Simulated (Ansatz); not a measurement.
MnO

Level of theory: DFT, PBE+U (U_eff = 3.9 eV on Mn 3d), scalar-relativistic, collinear spin; plane waves to 420 eV with PAW datasets (Ansatz 0.2.0), Γ-centred 12×12×6 mesh, 0.05 eV Gaussian smearing. The datasets are Ansatz's generated set soft_2.

```yaml
crystal:
  lattice:
    - [0.00000, 2.26960, 2.26960]
    - [2.26960, 0.00000, 2.26960]
    - [4.48017, 4.48017, 0.05902]
  atoms:
    - { symbol: Mn, position: [0.00000, 0.00000, 0.00000] }
    - { symbol: O, position: [0.50000, 0.50000, 0.25000] }
    - { symbol: Mn, position: [0.00000, 0.00000, 0.50000] }
    - { symbol: O, position: [0.50000, 0.50000, 0.75000] }
```

The chain of runs began from a cell as deposited in COD, expanded in volume.

Magnetic state: antiferromagnetic, site spin moments Mn 4.27, -4.27 μB.

The cell is relaxed to zero pressure at this level.

The cell has space group R-3m (read at 0.01 Å). In it the stress is 0.00, 0.00, 0.00, -0.02, -0.02, 0.02 GPa and the largest force component 0.000 eV/Å. Each change below starts from this cell, without further relaxation. Stress is in GPa, positive in compression, in the order xx, yy, zz, yz, xz, xy; energies are counted from the cell above.

Problem. What happens when atom 4 (O) is moved by 0.08 Å along x?

Solution. The energy changes by 14.1 meV per cell, and the force on it along the shift is -0.358 eV/Å (−F/u = 4.47 eV/Å²). Stress: 0.59, -0.01, -0.01, -0.01, 0.00, 0.00. The gap on the mesh goes from 1.60 eV to 1.39 eV.
| atom | Fx (eV/Å) | Fy | Fz |
| --- | --- | --- | --- |
| Mn1 | 0.144 | 0.008 | -0.008 |
| O2 | 0.153 | 0.118 | -0.118 |
| Mn3 | 0.061 | 0.012 | -0.012 |
| O4 | -0.358 | -0.138 | 0.138 |
In a harmonic crystal the energy would rise by −½F·u = ½ × 4.47 × 0.08² eV = 14.3 meV, which matches.

Problem. What stress follows from an engineering strain of -1 % in xy, atoms carried along?

Solution. -0.04, -0.04, -0.02, -0.01, -0.01, 0.75 GPa; the energy changes by 1.1 meV per cell.
The change of the stress over the strain gives a clamped-atom stiffness of about 73 GPa for this component.
In a harmonic crystal the energy would rise by V(½Cε² − σ₀ε), with σ₀ the stress of the unstrained cell, = 1.1 meV, which matches.

Problem. All atoms and the cell are disturbed at random:
```xyz
4
Lattice="0.0094 2.2828 2.2943 2.3101 0.0079 2.2959 4.5092 4.4584 0.1262" Properties=species:S:1:pos:R:3 pbc="T T T"
Mn   -0.0616    0.0441    0.0606
O     2.3094    2.1920    2.2852
Mn    2.2688    2.2833    0.0937
O     4.5668    4.4589    2.3400
```
Give the energy change, the stress and the forces.

Solution. 74.4 meV per cell; stress -1.80, 0.33, -0.37, -1.07, -0.99, 0.52 GPa. The gap on the mesh goes from 1.60 eV to 1.48 eV. Spin moments: Mn 4.17, -4.19 μB.
```
atom  Fx (eV/Å)      Fy      Fz
 Mn1      0.430  -0.009  -0.500
  O2      0.034   0.365   0.070
 Mn3     -0.264  -0.445   0.111
  O4     -0.201   0.088   0.318
```

With a Hubbard U or exact exchange the result depends on the state in which the open shell ends, and a lower one can't be excluded. Site moments are of spin, integrated over atomic spheres.

The moments are those of high-spin Mn²⁺, with a half-filled d shell slightly reduced by covalency with O 2p. The relaxed cell is contracted along the stacking axis of the ferromagnetic sheets, so antiparallel Mn neighbours lie closer than parallel ones. This is the exchange striction expected of MnO, where a d⁵ ion has no orbital degeneracy to drive a Jahn-Teller distortion.

Displacing oxygen shortens one Mn–O contact and lengthens the opposite one. The larger push on Mn1 than pull on Mn3, together with the compressive xx stress, points to anharmonic short-range repulsion. The gap narrows in both distorted structures with atomic displacements, while the moments change little, which suggests altered p–d hybridisation and band widths rather than a spin transition.

The gap of 1.60 eV is well below the known gap of MnO, probably because the correction on Mn 3d leaves the Mn 4s-derived conduction band too low. The restoring forces show stiffness against the displacements tried, not dynamical stability throughout the Brillouin zone.
